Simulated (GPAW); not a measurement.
The system is HgTe (Coloradoite).

```
Hg Te
1.0
     0.00000    3.21450    3.21450
     3.21450    0.00000    3.21450
     3.21450    3.21450    0.00000
Hg Te
1 1
Direct
  0.00000 0.00000 0.00000
  0.75000 0.75000 0.75000
```

Base run:

```yaml
Program: GPAW 26.7.0
Functional: PBE
Potentials_or_basis: GPAW PAW data sets (gpaw-data 1.2.1)
Cutoff: 450 eV
Basis: pw
k_mesh: 6 × 6 × 6
Occupations: fermi-dirac, width 0.05 eV
Spin: no spin polarisation
```

Its results: band gap on the k mesh none (metal or under the smearing width); pressure 4.2 GPa.

Task: The run is repeated on the same cell with these changes: functional from PBE to LDA; potentials or basis from GPAW PAW data sets (gpaw-data 1.2.1) to the program's PAW data sets (release 1.2.1) made for this functional; cutoff from 450 eV to 500 eV. What comes out?

Result: Band gap on the k mesh none (metal or under the smearing width); pressure 0.0 GPa.

Caveats: the cutoff is short for stress and forces, so pressures can be off by a GPa or more.
